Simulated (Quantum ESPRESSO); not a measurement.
A calculation with Quantum ESPRESSO 7.5 of PtS2 (ASE script, Cartesian positions):

File run.py:

```python
import numpy as np
from ase.calculators.espresso import Espresso, EspressoProfile
from ase.io import read

atoms = read('PtS2.xyz')

input_data = {
    'control': {'calculation': 'scf', 'prefix': 'pwscf', 'outdir': './tmp', 'tprnfor': True, 'tstress': True, 'disk_io': 'nowf'},
    'system': {'ecutwfc': 45.0, 'ecutrho': 360.0, 'nbnd': 21, 'occupations': 'smearing', 'smearing': 'fd', 'degauss': 0.00367493},
    'electrons': {'conv_thr': 6e-10, 'electron_maxstep': 120, 'mixing_beta': 0.5},
}
pseudopotentials = {'Pt': 'pt_pbesol_v1.4.uspp.F.UPF', 'S': 's_pbesol_v1.4.uspp.F.UPF'}
profile = EspressoProfile(command='mpirun -n 2 pw.x -nk 2', pseudo_dir='pseudo')
dft = Espresso(profile=profile, input_data=input_data, pseudopotentials=pseudopotentials, kpts=(9, 9, 5), koffset=(0, 0, 0))
atoms.calc = dft

print(f'energy {atoms.get_potential_energy():.8f} eV')
print('forces (eV/A)')
print(np.round(atoms.get_forces(), 6))
print('stress (eV/A^3, Voigt)')
print(np.round(atoms.get_stress(), 8))
print(f'Fermi level {dft.get_fermi_level():.4f} eV')
```

File PtS2.xyz:

```xyz
3
Lattice="3.5432000000 0.0000000000 0.0000000000 -1.7716000000 3.0685012107 0.0000000000 0.0000000000 0.0000000000 5.0388000000" Properties=species:S:1:pos:R:3 pbc="T T T"
Pt     0.0000000000      0.0000000000      0.0000000000
S      1.7716000002      1.0228337368      3.8949924000
S     -0.0000000002      2.0456674739      1.1438076000
```

Potentials or basis: GBRV 1.5 PBEsol.

Run with:

```bash
$ OMP_NUM_THREADS=1 python run.py
```

**Question.** Write the same calculation in another form: native input, structure typed inline.

**Answer.** As run:

File pw.in:

```
&CONTROL
  calculation = 'scf'
  prefix = 'pwscf'
  outdir = './tmp'
  pseudo_dir = './pseudo'
  tprnfor = .true.
  tstress = .true.
  disk_io = 'low'
/
&SYSTEM
  ibrav = 0
  celldm(1) = 8
  nat = 3
  ntyp = 2
  ecutwfc = 45
  ecutrho = 360
  nbnd = 21
  occupations = 'smearing'
  smearing = 'fd'
  degauss = 0.00367493
/
&ELECTRONS
  conv_thr = 6d-10
  electron_maxstep = 120
  mixing_beta = 0.5
/
ATOMIC_SPECIES
Pt   195.0840 pt_pbesol_v1.4.uspp.F.UPF
S     32.0600 s_pbesol_v1.4.uspp.F.UPF
CELL_PARAMETERS alat
  0.8369597005968   0.0000000000000   0.0000000000000
 -0.4184798502984   0.7248283626632   0.0000000000000
  0.0000000000000   0.0000000000000   1.1902439995955
ATOMIC_POSITIONS crystal
Pt     0.0000000000    0.0000000000    0.0000000000
S      0.6666666667    0.3333333333    0.7730000000
S      0.3333333333    0.6666666667    0.2270000000
K_POINTS automatic
9 9 5 0 0 0
```

Contents of pp_density.in:

```
&INPUTPP
  prefix = 'pwscf'
  outdir = './tmp'
  filplot = 'density.dat'
  plot_num = 0
/
&PLOT
  nfile = 1
  filepp(1) = 'density.dat'
  iflag = 3
  output_format = 6
  fileout = 'density.cube'
/
```

pp_potential.in

```
&INPUTPP
  prefix = 'pwscf'
  outdir = './tmp'
  filplot = 'potential.dat'
  plot_num = 11
/
&PLOT
  nfile = 1
  filepp(1) = 'potential.dat'
  iflag = 3
  output_format = 6
  fileout = 'potential.cube'
/
```

Potentials or basis: GBRV 1.5 PBEsol.

The run is started by

```console
$ OMP_NUM_THREADS=1 mpirun -n 2 pw.x -nk 2 -in pw.in > pw.out
$ OMP_NUM_THREADS=1 mpirun -n 1 pp.x -in pp_density.in > pp_density.out
$ OMP_NUM_THREADS=1 mpirun -n 1 pp.x -in pp_potential.in > pp_potential.out
```

Both were run:

|  | ASE script, Cartesian positions | native input, structure typed inline |
| --- | --- | --- |
| Pressure | 6.0 GPa | 6.0 GPa |
| Largest force | 0.940 eV/Å | 0.940 eV/Å |
| Band gap on the k mesh | 0.95 eV, indirect (least direct gap 0.99 eV) | 0.95 eV, indirect (least direct gap 0.99 eV) |

Keys that steer only the numerical path or the files written may differ.

Caveat: spin-orbit coupling is left out, which moves the levels of the heavy elements; an odd mesh through Γ misses points on the zone boundary, where band edges often lie.
